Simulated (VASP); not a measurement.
A run of VASP 6.6.1 is set up as follows.

Contents of POSCAR:

```
CdS
1.0
    0.0000000000      2.7276566827      2.7276566827
    2.7276566827      0.0000000000      2.7276566827
    2.7276566827      2.7276566827      0.0000000000
Cd S
1 1
Direct
    0.0000000000      0.0000000000      0.0000000000
    0.5000000000      0.5000000000      0.5000000000
```

Contents of INCAR.step1:

```
SYSTEM = CdS
PREC = Accurate
ENCUT = 520
ISMEAR = 0
SIGMA = 0.02
LREAL = .False.
LASPH = .True.
NELM = 100
NBANDS = 16
GGA = PE
ALGO = Normal
EDIFF = 1E-4
LWAVE = .True.
LCHARG = .False.
```

File INCAR.step2:

```
SYSTEM = CdS
PREC = Accurate
ENCUT = 520
EDIFF = 1E-6
ISMEAR = 0
SIGMA = 0.02
LREAL = .False.
LASPH = .True.
NELM = 100
ALGO = Normal
ISIF = 2
LWAVE = .False.
LCHARG = .True.
METAGGA = R2SCAN
LMIXTAU = .True.
LELF = .True.
LVHAR = .True.
NBANDS = 16
ISTART = 1
```

KPOINTS

```
Automatic mesh
0
Gamma
  8 8 8
  0 0 0
```

Potentials or basis: VASP PAW PBE potentials, release 64 (Cd, S).

Launch:

```sh
$ cat potpaw_PBE.64/Cd/POTCAR potpaw_PBE.64/S/POTCAR > POTCAR
$ cp INCAR.step1 INCAR
$ mpirun -np 1 vasp_std > vasp.out
$ cp INCAR.step2 INCAR
$ mpirun -np 1 vasp_std > vasp.out
```

Q: What does it give for the band gap on the k mesh?

A: 0.73 eV, indirect (least direct gap 2.35 eV).

Q: What does it give for the pressure?

A: 0.4 GPa.

Caveat: the PAW data sets were made with another functional, which shifts forces and pressure a little. r2SCAN opens gaps a little over a GGA but as a rule still falls short of measured ones.
